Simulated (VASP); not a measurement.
VASP 6.6.1 run: SnTe

INCAR

```
MAGMOM = 2 2
SIGMA = 0.02
LREAL = .FALSE.
ISPIN = 2
ISIF = 2
PREC = Accurate
NELM = 67
LASPH = .TRUE.
ENCUT = 520
LWAVE = .FALSE.
NSW = 0
IBRION = -1
GGA = PE
NBANDS = 17
LCHARG = .FALSE.
ISMEAR = -1
EDIFF = 1E-7
```

KPOINTS

```
KPOINTS created by Atomic Simulation Environment
0
Gamma
8 8 8
0 0 0
```

POSCAR

```
Sn Te
 1.0000000000000000
     0.0000000000000000    3.2939400582000000    3.1811413231999999
     3.2939400582000000    0.0000000000000000    3.1811413231999999
     3.2939400582000000    3.2939400582000000    0.0000000000000000
 Sn  Te
   1   1
Cartesian
  0.0000000000000000  0.0000000000000000  0.0000000000000000
  3.2939400582000000  3.2939400582000000  3.1811413231999999
```

The recommended PBE PAW datasets give the neutral cell 20 valence electrons.

Command

```
mpirun -np 1 vasp_std
```

OSZICAR

```
N       E                     dE             d eps       ncg     rms          rms(c)
DAV:   1     0.126936780671E+03    0.12694E+03   -0.93622E+03  4041   0.132E+03
DAV:   2     0.534085072433E+01   -0.12160E+03   -0.11844E+03  4321   0.330E+02
DAV:   3    -0.611978687614E+01   -0.11461E+02   -0.11358E+02  4926   0.899E+01
DAV:   4    -0.645435725823E+01   -0.33457E+00   -0.33433E+00  4824   0.160E+01
DAV:   5    -0.646809243907E+01   -0.13735E-01   -0.13735E-01  5857   0.314E+00    0.116E+01
DAV:   6    -0.748690893880E+01   -0.10188E+01   -0.55937E-01  4716   0.492E+00    0.470E+00
DAV:   7    -0.752878520564E+01   -0.41876E-01   -0.10522E-01  4353   0.263E+00    0.172E+00
DAV:   8    -0.752885236011E+01   -0.67154E-04   -0.10131E-02  5114   0.590E-01    0.956E-01
DAV:   9    -0.752977369035E+01   -0.92133E-03   -0.19442E-03  4828   0.312E-01    0.289E-01
DAV:  10    -0.753016402613E+01   -0.39034E-03   -0.60133E-04  4841   0.205E-01    0.710E-02
DAV:  11    -0.753025802114E+01   -0.93995E-04   -0.10422E-04  4686   0.773E-02    0.376E-02
DAV:  12    -0.753027347720E+01   -0.15456E-04   -0.11892E-05  4988   0.244E-02    0.218E-02
DAV:  13    -0.753028044521E+01   -0.69680E-05   -0.10572E-05  4560   0.220E-02    0.571E-03
DAV:  14    -0.753028054814E+01   -0.10293E-06   -0.87097E-07  4900   0.826E-03    0.198E-03
DAV:  15    -0.753028060439E+01   -0.56250E-07   -0.13005E-07  4272   0.296E-03
   1 F= -.75302806E+01 E0= -.75302268E+01  d E =-.107695E-03  mag=     0.0000
```

It converged. Results: pressure -1.6 GPa; magnetic moment of the cell 0.00 μB.

For comparison, a separate PBE run of the intended cell, on usual settings and not on those above, gives a gap of 0.13 eV on its mesh and a pressure of -1.6 GPa.

The run above took about 2.3 min on one core of a shared host (Intel Xeon Platinum 8488C) and held 0.3 GiB at most.
